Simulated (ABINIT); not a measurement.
## GaN (F-43m): G0W0 in ABINIT against the bands in the self-energy

Aim: move the bands in the self-energy of a G0W0 run on GaN (F-43m) over a wide range.

Method: PBE and many-body steps on it, plane waves, in ABINIT 10.8.3.

### 1. Starting point

The structure is cubic, space group F-43m (No. 216). Conventional cell: a = 4.507 Å, b = 4.507 Å, c = 4.507 Å, α = 90.00°, β = 90.00°, γ = 90.00°. Nearest to Ga lie 4 N at 1.95 Å. Nearest to N lie 4 Ga at 1.95 Å. Farther neighbours and most contacts between anions are not listed.

The cell and positions are those that the Materials Project relaxed with its own functionals (PBE, PBE+U or r2SCAN), kept fixed. This is not the form that GaN usually takes at ambient conditions.

### 2. Screening, 6×6×6 mesh, 424 bands, screening to 435.4 eV

This step: ABINIT 10.8.3; RPA screening on PBE, plane waves, norm-conserving pseudopotentials.

The RPA dielectric matrix is built and inverted for each q.

Contents of run.abi:

```
acell 3*1.0 Angstrom
rprim 
  0.000000000000 2.253500607500 2.253500607500
  2.253500607500 0.000000000000 2.253500607500
  2.253500607500 2.253500607500 0.000000000000
ntypat 2
znucl 31 7
natom 2
typat 1 2
xred 
  0.000000000000 0.000000000000 0.000000000000
  0.750000000000 0.750000000000 0.750000000000
pp_dirpath "pseudos"
pseudos "Ga.upf, N.upf"
ecut 36
ngkpt 6 6 6
nshiftk 1
shiftk 0 0 0
kptopt 1
chksymbreak 0
istwfk *1
occopt 1
irdwfk 1
optdriver 3
nband 424
ecuteps 16
inclvkb 2
awtr 1
symchi 1
indata_prefix "in"
outdata_prefix "out"
tmpdata_prefix "tmp"
```

On the command line:

```bash
$ OMP_NUM_THREADS=1 mpirun -n 8 abinit run.abi > log
```

The program printed:

```text
.Version 10.8.3 of ABINIT. v10.8.2 released Aug 2026.

 Symmetries : space group F-4 3 m (#216); Bravais cF (face-center cubic)
[... echo of the input left out ...]
== DATASET  1 ==================================================================
-   mpi_nproc: 8, omp_nthreads: 1 (-1 if OMP is not activated)

--- !DatasetInfo
iteration_state: {dtset: 1, }
dimensions: {natom: 2, nkpt: 16, mband: 424, nsppol: 1, nspinor: 1, nspden: 1, mpw: 1639, }
cutoff_energies: {ecut:  36.0, pawecutdg:  -1.0, }
electrons: {nelect:   1.80000000E+01, charge:   0.00000000E+00, occopt:   1.00000000E+00, tsmear:   1.00000000E-02, }

 SCREENING: Calculation of the susceptibility and dielectric matrices

 Based on a program developped by R.W. Godby, V. Olevano, G. Onida, and L. Reining.
 Incorporated in ABINIT by V. Olevano, G.-M. Rignanese, and M. Torrent.
.Using double precision arithmetic ; gwpc =  8

[... cell and pseudopotentials left out ...]
--------------------------------------------------------------------------------

 ==== K-mesh for the wavefunctions ====
 Number of points in the irreducible wedge :    16
[... list of points left out ...]
 Together with 24 symmetry operations and time-reversal symmetry
 yields   216 points in the full Brillouin Zone.

 ==== Q-mesh for the screening function ====
 Number of points in the irreducible wedge :    16
[... list of points left out ...]
 Together with 24 symmetry operations and time-reversal symmetry
 yields   216 points in the full Brillouin Zone.

 setmesh: FFT mesh size selected  =    27x   27x   27
          total number of points  =        19683

 vcoul_init : cutoff-mode = AUXILIARY_FUNCTION
 q-points for optical limit:   1
     1)      0.000010    0.000020    0.000030

- screening: taking advantage of time-reversal symmetry
- Maximum band index for partially occupied states nbvw = 9
- Remaining bands to be divided among processors   nbcw = 415
- Number of bands treated by each node ~51

 Number of electrons calculated from density =   18.0000; Expected =   18.0000
 average of density, n =  0.116539
 r_s =    1.2700
 omega_plasma =   32.9300 [eV]

 calculating chi0 at frequencies [eV] :
  1    0.000000E+00    0.000000E+00
  2    0.000000E+00    3.293002E+01

--------------------------------------------------------------------------------
  q-point number  1        q = ( 0.000000, 0.000000, 0.000000) [r.l.u.]
--------------------------------------------------------------------------------
[... chi0 elements left out ...]
 For q-point:  0.000010 0.000020 0.000030
  dielectric constant =   6.3901
  dielectric constant without local fields =   6.8968

  Average fulfillment of the sum rule on Im[epsilon] for q-point    1 :    148.12  [%]
[... wings left out ...]
  q-point number  2        q = ( 0.166667, 0.000000, 0.000000) [r.l.u.]
--------------------------------------------------------------------------------
[... chi0 elements left out ...]
  Average fulfillment of the sum rule on Im[epsilon] for q-point    2 :    182.59  [%]

 [... 14 further q-points ...]
```

Elapsed: 8.4 min, on 8 MPI ranks of Arm Neoverse V2, shared host; peak memory 4.3 GiB.

Numbers from this step:

```
ε∞ with local fields, on this mesh, along the program's q direction : 6.390
the same without local fields                                       : 6.897
plasma frequency                                                    : 32.93 eV
plane waves in the screening matrix                                 : 459
```

Local fields lower ε∞ by 7 %.

### 3. 17 bands

This step: G0W0 on PBE, plane waves, norm-conserving pseudopotentials.

run.abi: that of step 2 with these lines changed.

```diff
@@ -23,8 +23,15 @@
 irdwfk 1
-optdriver 3
-nband 424
+optdriver 4
+nband 17
+gwcalctyp 0
+ecutsigx 36
+symsigma 1
+nkptgw 1
+kptgw 
+  0.0000000000 0.0000000000 0.0000000000
+bdgw 
+  7 13
 ecuteps 16
-inclvkb 2
-awtr 1
-symchi 1
+irdscr 1
+ppmodel 1
 indata_prefix "in"
```

The program printed:

```text
.Version 10.8.3 of ABINIT. v10.8.2 released Aug 2026.

 Symmetries : space group F-4 3 m (#216); Bravais cF (face-center cubic)
[... echo of the input left out ...]
== DATASET  1 ==================================================================
-   mpi_nproc: 8, omp_nthreads: 1 (-1 if OMP is not activated)

--- !DatasetInfo
iteration_state: {dtset: 1, }
dimensions: {natom: 2, nkpt: 16, mband: 17, nsppol: 1, nspinor: 1, nspden: 1, mpw: 1639, }
cutoff_energies: {ecut:  36.0, pawecutdg:  -1.0, }
electrons: {nelect:   1.80000000E+01, charge:   0.00000000E+00, occopt:   1.00000000E+00, tsmear:   1.00000000E-02, }

 SIGMA: Calculation of the GW corrections

 Based on a program developped by R.W. Godby, V. Olevano, G. Onida, and L. Reining.
 Incorporated in ABINIT by V. Olevano, G.-M. Rignanese, and M. Torrent.
.Using double precision arithmetic ; gwpc =  8

[... cell and pseudopotentials left out ...]
--------------------------------------------------------------------------------

 ==== K-mesh for the wavefunctions ====
 Number of points in the irreducible wedge :    16
[... list of points left out ...]
 Together with 24 symmetry operations and time-reversal symmetry
 yields   216 points in the full Brillouin Zone.

 ==== Q-mesh for screening function ====
 Number of points in the irreducible wedge :    16
[... list of points left out ...]
 Together with 24 symmetry operations and time-reversal symmetry
 yields   216 points in the full Brillouin Zone.

 vcoul_init : cutoff-mode = AUXILIARY_FUNCTION
 q-points for optical limit:   1
     1)      0.000010    0.000020    0.000030
 setmesh: FFT mesh size selected  =    36x   36x   36
          total number of points  =        46656

 Number of electrons calculated from density =   18.0000; Expected =   18.0000
 average of density, n =  0.116539
 r_s =    1.2700
 omega_plasma =   32.9300 [eV]

 === KS Band Gaps ===
  >>>> For spin  1
   Minimum direct gap =   1.7587 [eV], located at k-point      :   0.0000  0.0000  0.0000
   Fundamental gap    =   1.7587 [eV], Top of valence bands at :   0.0000  0.0000  0.0000
                                       Bottom of conduction at :   0.0000  0.0000  0.0000
 SIGMA fundamental parameters:
 PLASMON POLE MODEL  1
 number of plane-waves for SigmaX                 1639
 number of plane-waves for SigmaC and W            459
 number of plane-waves for wavefunctions          1639
 number of bands                                    17
 number of independent spin polarizations            1
 number of spinorial components                      1
 number of k-points in IBZ                          16
 number of q-points in IBZ                          16
 number of symmetry operations                      24
 number of k-points in BZ                          216
 number of q-points in BZ                          216
 number of frequencies for dSigma/dE                 9
 frequency step for dSigma/dE [eV]                0.25
 number of omega for Sigma on real axis              0
 max omega for Sigma on real axis  [eV]           0.00
 zcut for avoiding poles [eV]                     0.10

 EPSILON^-1 parameters (SCR file):
 dimension of the eps^-1 matrix on file            459
 dimension of the eps^-1 matrix used               459
 number of plane-waves for wavefunctions          1639
 number of bands                                   424
 number of q-points in IBZ                          16
 number of frequencies                               2
 number of real frequencies                          1
 number of imag frequencies                          1

 matrix elements of self-energy operator (all in [eV])

 Perturbative Calculation

--- !SelfEnergy_ee
iteration_state: {dtset: 1, }
kpoint     : [   0.000,    0.000,    0.000, ]
spin       : 1
KS_gap     :    1.759
QP_gap     :    1.758
Delta_QP_KS:   -0.001
data: !SigmaeeData |
     Band     E0 <VxcDFT>   SigX SigC(E0)      Z dSigC/dE  Sig(E)    E-E0       E
        7   5.322 -18.356 -21.281   4.201   0.807  -0.240 -17.327   1.028   6.351
        8   5.322 -18.356 -21.281   4.201   0.807  -0.240 -17.327   1.028   6.351
        9   5.322 -18.356 -21.281   4.201   0.807  -0.240 -17.327   1.028   6.351
       10   7.081 -13.893  -9.985  -2.667   0.829  -0.207 -12.865   1.028   8.109
       11  15.678 -12.135  -7.192  -3.350   0.854  -0.171 -10.774   1.361  17.039
       12  15.678 -12.135  -7.192  -3.350   0.854  -0.171 -10.774   1.361  17.039
       13  15.678 -12.135  -7.192  -3.350   0.854  -0.171 -10.774   1.361  17.039

== END DATASET(S) ==============================================================
================================================================================

 -outvars: echo values of variables after computation  --------
           etotal      0.0000000000E+00
            nband          17
             nkpt          16
          spgroup         216
 [... the other variables as echoed above ...]

 Calculation completed.
```

Elapsed: 5 s, on 8 MPI ranks; peak memory 2.4 GiB; 39 s of CPU time.

This step gave:

| Item | Value |
| --- | --- |
| G0W0 gap on the points computed | 1.758 eV |
| starting gap on the mesh | 1.759 eV |
| k of the valence top | 0, 0, 0 |
| k of the conduction bottom | 0, 0, 0 |
| Z at the valence top | 0.807 |
| Z at the conduction bottom | 0.829 |
| least direct G0W0 gap on the computed points | 1.758 eV |

### 4. 22 bands

run.abi: that of step 3 with these lines changed.

```diff
@@ -24,3 +24,3 @@
 optdriver 4
-nband 17
+nband 22
 gwcalctyp 0
```

The program printed:

```text
.Version 10.8.3 of ABINIT. v10.8.2 released Aug 2026.

 Symmetries : space group F-4 3 m (#216); Bravais cF (face-center cubic)
[... echo of the input left out ...]
== DATASET  1 ==================================================================
-   mpi_nproc: 8, omp_nthreads: 1 (-1 if OMP is not activated)

--- !DatasetInfo
iteration_state: {dtset: 1, }
dimensions: {natom: 2, nkpt: 16, mband: 22, nsppol: 1, nspinor: 1, nspden: 1, mpw: 1639, }
cutoff_energies: {ecut:  36.0, pawecutdg:  -1.0, }
electrons: {nelect:   1.80000000E+01, charge:   0.00000000E+00, occopt:   1.00000000E+00, tsmear:   1.00000000E-02, }

 SIGMA: Calculation of the GW corrections

 Based on a program developped by R.W. Godby, V. Olevano, G. Onida, and L. Reining.
 Incorporated in ABINIT by V. Olevano, G.-M. Rignanese, and M. Torrent.
.Using double precision arithmetic ; gwpc =  8

[... cell and pseudopotentials left out ...]
--------------------------------------------------------------------------------

 ==== K-mesh for the wavefunctions ====
 Number of points in the irreducible wedge :    16
[... list of points left out ...]
 Together with 24 symmetry operations and time-reversal symmetry
 yields   216 points in the full Brillouin Zone.

 ==== Q-mesh for screening function ====
 Number of points in the irreducible wedge :    16
[... list of points left out ...]
 Together with 24 symmetry operations and time-reversal symmetry
 yields   216 points in the full Brillouin Zone.

 vcoul_init : cutoff-mode = AUXILIARY_FUNCTION
 q-points for optical limit:   1
     1)      0.000010    0.000020    0.000030
 setmesh: FFT mesh size selected  =    36x   36x   36
          total number of points  =        46656

 Number of electrons calculated from density =   18.0000; Expected =   18.0000
[...]
number of q-points in BZ                          216
 number of frequencies for dSigma/dE                 9
 frequency step for dSigma/dE [eV]                0.25
 number of omega for Sigma on real axis              0
 max omega for Sigma on real axis  [eV]           0.00
 zcut for avoiding poles [eV]                     0.10

 EPSILON^-1 parameters (SCR file):
 dimension of the eps^-1 matrix on file            459
 dimension of the eps^-1 matrix used               459
 number of plane-waves for wavefunctions          1639
 number of bands                                   424
 number of q-points in IBZ                          16
 number of frequencies                               2
 number of real frequencies                          1
 number of imag frequencies                          1

 matrix elements of self-energy operator (all in [eV])

 Perturbative Calculation

--- !SelfEnergy_ee
iteration_state: {dtset: 1, }
kpoint     : [   0.000,    0.000,    0.000, ]
spin       : 1
KS_gap     :    1.759
QP_gap     :    1.849
Delta_QP_KS:    0.090
data: !SigmaeeData |
     Band     E0 <VxcDFT>   SigX SigC(E0)      Z dSigC/dE  Sig(E)    E-E0       E
        7   5.322 -18.356 -21.281   3.773   0.803  -0.246 -17.675   0.680   6.002
        8   5.322 -18.356 -21.281   3.773   0.803  -0.246 -17.675   0.680   6.002
        9   5.322 -18.356 -21.281   3.773   0.803  -0.246 -17.675   0.680   6.002
       10   7.081 -13.893  -9.985  -2.975   0.825  -0.211 -13.123   0.770   7.851
       11  15.678 -12.135  -7.192  -3.870   0.847  -0.181 -11.227   0.908  16.586
       12  15.678 -12.135  -7.192  -3.870   0.847  -0.181 -11.227   0.908  16.586
       13  15.678 -12.135  -7.192  -3.870   0.847  -0.181 -11.227   0.908  16.586

== END DATASET(S) ==============================================================
================================================================================

 -outvars: echo values of variables after computation  --------
           etotal      0.0000000000E+00
            nband          22
             nkpt          16
          spgroup         216
 [... the other variables as echoed above ...]

 Calculation completed.
```

It took 5.1 s on 8 MPI ranks; peak memory 2.4 GiB; 40 s of CPU time.

This step gave:

- G0W0 gap on the points computed: 1.849 eV
- starting gap on the mesh: 1.759 eV
- k of the valence top: 0, 0, 0
- k of the conduction bottom: 0, 0, 0
- Z at the valence top: 0.803
- Z at the conduction bottom: 0.825
- least direct G0W0 gap on the computed points: 1.849 eV

### 5. 46 bands

run.abi: that of step 4 with these lines changed.

```diff
@@ -24,3 +24,3 @@
 optdriver 4
-nband 22
+nband 46
 gwcalctyp 0
```

The program printed:

```text
.Version 10.8.3 of ABINIT. v10.8.2 released Aug 2026.

 Symmetries : space group F-4 3 m (#216); Bravais cF (face-center cubic)
[... echo of the input left out ...]
== DATASET  1 ==================================================================
-   mpi_nproc: 8, omp_nthreads: 1 (-1 if OMP is not activated)

--- !DatasetInfo
iteration_state: {dtset: 1, }
dimensions: {natom: 2, nkpt: 16, mband: 46, nsppol: 1, nspinor: 1, nspden: 1, mpw: 1639, }
cutoff_energies: {ecut:  36.0, pawecutdg:  -1.0, }
electrons: {nelect:   1.80000000E+01, charge:   0.00000000E+00, occopt:   1.00000000E+00, tsmear:   1.00000000E-02, }

 SIGMA: Calculation of the GW corrections

 Based on a program developped by R.W. Godby, V. Olevano, G. Onida, and L. Reining.
 Incorporated in ABINIT by V. Olevano, G.-M. Rignanese, and M. Torrent.
.Using double precision arithmetic ; gwpc =  8

[... cell and pseudopotentials left out ...]
--------------------------------------------------------------------------------

 ==== K-mesh for the wavefunctions ====
 Number of points in the irreducible wedge :    16
[... list of points left out ...]
 Together with 24 symmetry operations and time-reversal symmetry
 yields   216 points in the full Brillouin Zone.

 ==== Q-mesh for screening function ====
 Number of points in the irreducible wedge :    16
[... list of points left out ...]
 Together with 24 symmetry operations and time-reversal symmetry
 yields   216 points in the full Brillouin Zone.

 vcoul_init : cutoff-mode = AUXILIARY_FUNCTION
 q-points for optical limit:   1
     1)      0.000010    0.000020    0.000030
 setmesh: FFT mesh size selected  =    36x   36x   36
          total number of points  =        46656

 Number of electrons calculated from density =   18.0000; Expected =   18.0000
[...]
number of q-points in BZ                          216
 number of frequencies for dSigma/dE                 9
 frequency step for dSigma/dE [eV]                0.25
 number of omega for Sigma on real axis              0
 max omega for Sigma on real axis  [eV]           0.00
 zcut for avoiding poles [eV]                     0.10

 EPSILON^-1 parameters (SCR file):
 dimension of the eps^-1 matrix on file            459
 dimension of the eps^-1 matrix used               459
 number of plane-waves for wavefunctions          1639
 number of bands                                   424
 number of q-points in IBZ                          16
 number of frequencies                               2
 number of real frequencies                          1
 number of imag frequencies                          1

 matrix elements of self-energy operator (all in [eV])

 Perturbative Calculation

--- !SelfEnergy_ee
iteration_state: {dtset: 1, }
kpoint     : [   0.000,    0.000,    0.000, ]
spin       : 1
KS_gap     :    1.759
QP_gap     :    1.986
Delta_QP_KS:    0.227
data: !SigmaeeData |
     Band     E0 <VxcDFT>   SigX SigC(E0)      Z dSigC/dE  Sig(E)    E-E0       E
        7   5.322 -18.356 -21.281   3.049   0.798  -0.254 -18.257   0.099   5.421
        8   5.322 -18.356 -21.281   3.049   0.798  -0.254 -18.257   0.099   5.421
        9   5.322 -18.356 -21.281   3.049   0.798  -0.254 -18.257   0.099   5.421
       10   7.081 -13.893  -9.985  -3.511   0.821  -0.217 -13.567   0.326   7.407
       11  15.678 -12.135  -7.192  -4.617   0.839  -0.191 -11.861   0.274  15.952
       12  15.678 -12.135  -7.192  -4.617   0.839  -0.191 -11.861   0.274  15.952
       13  15.678 -12.135  -7.192  -4.617   0.839  -0.191 -11.861   0.274  15.952

== END DATASET(S) ==============================================================
================================================================================

 -outvars: echo values of variables after computation  --------
           etotal      0.0000000000E+00
            nband          46
             nkpt          16
          spgroup         216
 [... the other variables as echoed above ...]

 Calculation completed.
```

Wall time 7.8 s (8 MPI ranks); peak memory 2.5 GiB.

Numbers from this step:

```
G0W0 gap on the points computed              : 1.986 eV
starting gap on the mesh                     : 1.759 eV
k of the valence top                         : 0, 0, 0
k of the conduction bottom                   : 0, 0, 0
Z at the valence top                         : 0.798
Z at the conduction bottom                   : 0.821
least direct G0W0 gap on the computed points : 1.986 eV
```

(Part 1 of 2 ends here.)

[Paths, hosts, dates, memory and timing lines, banners, echoed tables and standing remarks are left out of the program output.]

[Logs are printed without paths, hosts, clocks, repeated set-up lines and the standing remarks that a program may print on its own settings, such as how far it seeks lower states.]

[Runs of the session that timed out or met a known fault of the program may be left out.]

[Hosts, paths, dates, database ids (printed as entryN), source tags and the programs' standing remarks are cut or masked in the printed files.]

[G0W0 gaps are taken among the corrected bands and points alone; a level outside them can change the order at an edge.]

[Where Ansatz stands beside ABINIT at settings called matched, ABINIT's density can come from a denser mesh and the files from another edition; pairs whose starting gaps differed by over 0.03 eV were left out, so agreement reads better than it is.]
